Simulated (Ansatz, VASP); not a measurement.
## Pd: VASP beside Ansatz

```
CELL_PARAMETERS angstrom
0.00000 1.94650 1.94650
1.94650 0.00000 1.94650
1.94650 1.94650 0.00000
ATOMIC_POSITIONS crystal
Pd 0.00000 0.00000 0.00000
```

Alike in both runs: task relaxation of cell and atoms; functional PBEsol; dispersion D4; k mesh 12 × 12 × 12; occupations fermi-dirac, width 0.05 eV; no spin polarisation.

|  | VASP | Ansatz |
| --- | --- | --- |
| version | VASP 6.6.1 | Ansatz 0.2.0 |
| potentials or method | VASP PAW PBE potentials, release 64 (Pd), cutoff 600 eV | all-electron LAPW, scalar-relativistic |

Ansatz gave:

| Property | Result |
| --- | --- |
| relaxed volume (Å³/atom) | 14.33 |
| relaxed cell length with the largest relative difference (Å) | 2.726 |
| energy change over the relaxation (meV/atom) | -8 |

Task: What did VASP give for the same quantities?

Result: Relaxed volume (Å³/atom): 14.31; relaxed cell length with the largest relative difference (Å): 2.725; energy change over the relaxation (meV/atom): -9.

Ansatz ran all-electron here, so the differences hold the error of VASP's frozen core and of both bases.

Caveats: the PAW data sets were made with another functional, which shifts forces and pressure a little (VASP); pairwise dispersion overbinds metals, which lowers pressure and volume (VASP).
